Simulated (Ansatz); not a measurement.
Task: a charge-density difference against the sublattices of ZnF₂, space group P4_2/mnm, with the Python package of Ansatz (0.2.0). Give the script and its output. Settings (first run): LDA, PAW, cutoff 460 eV, 4×4×6 k-points, Gaussian smearing of 0.2 eV.

```xyz
6
Lattice="4.7048 0.0000 0.0000 0.0000 4.7048 0.0000 0.0000 0.0000 3.1338" Properties=species:S:1:pos:R:3 pbc="T T T"
Zn    0.0000    0.0000    0.0000
Zn    2.3524    2.3524    1.5669
F     1.4227    1.4227    0.0000
F     0.9297    3.7751    1.5669
F     3.2821    3.2821    0.0000
F     3.7751    0.9297    1.5669
```

`drho_znf2.py`:
```python
"""Density of ZnF2 less that of its sublattices."""

import warnings

import ansatz as az
import numpy as np

params = {
    "xc": "lda",
    "filling": "gaussian",
    "smearing_width": 0.2,
    "mixing_beta": 0.5,
    "ecut": 460,
    "kgrid": (4, 4, 6),
}

VECTORS = np.array([
    [4.7048, 0.0, 0.0],
    [0.0, 4.7048, 0.0],
    [0.0, 0.0, 3.1338],
])
SITES = [
    ("Zn", (0.0, 0.0, 0.0)),
    ("Zn", (0.5, 0.5, 0.5)),
    ("F", (0.3024, 0.3024, 0.0)),
    ("F", (0.1976, 0.8024, 0.5)),
    ("F", (0.6976, 0.6976, 0.0)),
    ("F", (0.8024, 0.1976, 0.5)),
]


def make_crystal(cell):
    crystal = az.Crystal(lattice=az.Lattice.of(cell))
    for symbol, position in SITES:
        crystal = crystal.atom(symbol, position)
    return crystal

warnings.simplefilter("ignore", az.DeckWarning)

# same cell, cutoff and mesh for the crystal and its parts
def solve(crystal):
    return (
        crystal.calculation()
        .functional(params["xc"])
        .occupations(params["filling"], width=params["smearing_width"])
        .mixing("msr1", beta=params["mixing_beta"])
        .scf(algorithm="density_mixing")
        .basis(params["ecut"], grid_basis="typed")
        .kpoints(*params["kgrid"])
        .density()
        .run(threads=1)
    )


whole = solve(make_crystal(VECTORS))
difference = whole.density().channels[0].density_e_per_ang3.copy()
binding = whole.report["free_energy_ev"]
for element in ["Zn", "F"]:
    part = az.Crystal(lattice=az.Lattice.of(VECTORS))
    for symbol, position in SITES:
        if symbol == element:
            part = part.atom(symbol, position)
    alone = solve(part)
    difference -= alone.density().channels[0].density_e_per_ang3
    binding -= alone.report["free_energy_ev"]
    print(f"{element} sublattice: {alone.report['n_electrons']:g} electrons, {alone.report['n_iterations']} iterations")

voxel = abs(np.linalg.det(VECTORS)) / difference.size
print(f"energy of the crystal less its unpolarised sublattices: {binding / len(SITES):.4f} eV/atom")
print(f"net charge of the difference {difference.sum() * voxel:.5f} e, charge moved {0.5 * np.abs(difference).sum() * voxel:.3f} e")
print(f"extremes {difference.min():.4f} and {difference.max():.4f} e/A^3")
for (symbol, position) in SITES:
    index = tuple(int(round(p * n)) % n for p, n in zip(position, difference.shape))
    print(f"  change of the pseudo-density at the grid point nearest {symbol}: {difference[index]:+.4f} e/A^3")
```

Running `python drho_znf2.py` prints:
```text
Zn sublattice: 24 electrons, 7 iterations
F sublattice: 28 electrons, 8 iterations
energy of the crystal less its unpolarised sublattices: -3.8009 eV/atom
net charge of the difference -0.00000 e, charge moved 1.300 e
extremes -0.1019 and 0.7040 e/A^3
  change of the pseudo-density at the grid point nearest Zn: +0.7040 e/A^3
  change of the pseudo-density at the grid point nearest Zn: +0.7040 e/A^3
  change of the pseudo-density at the grid point nearest F: +0.0982 e/A^3
  change of the pseudo-density at the grid point nearest F: +0.0982 e/A^3
  change of the pseudo-density at the grid point nearest F: +0.0982 e/A^3
  change of the pseudo-density at the grid point nearest F: +0.0982 e/A^3
```

Caveats:
- The settings weren't tested for convergence.
- The fields are valence quantities on the plane-wave grid; their values near the nuclei depend on the potentials.
- The structure is a deposited one; some such entries were measured under pressure or heat, so a shift against it needn't be the functional's error alone.
- Charge moved counts every rearrangement, bonding and polarisation too, and is no transfer between atoms; the bare sublattices are artificial references. Values near the nuclei depend on the potentials.
- Finished in 6.3 s on 1 thread of Arm Neoverse V1, with other jobs on the host, peak memory 0.39 GiB.

(Lines on the test bed's own set-up are left out of the output.)
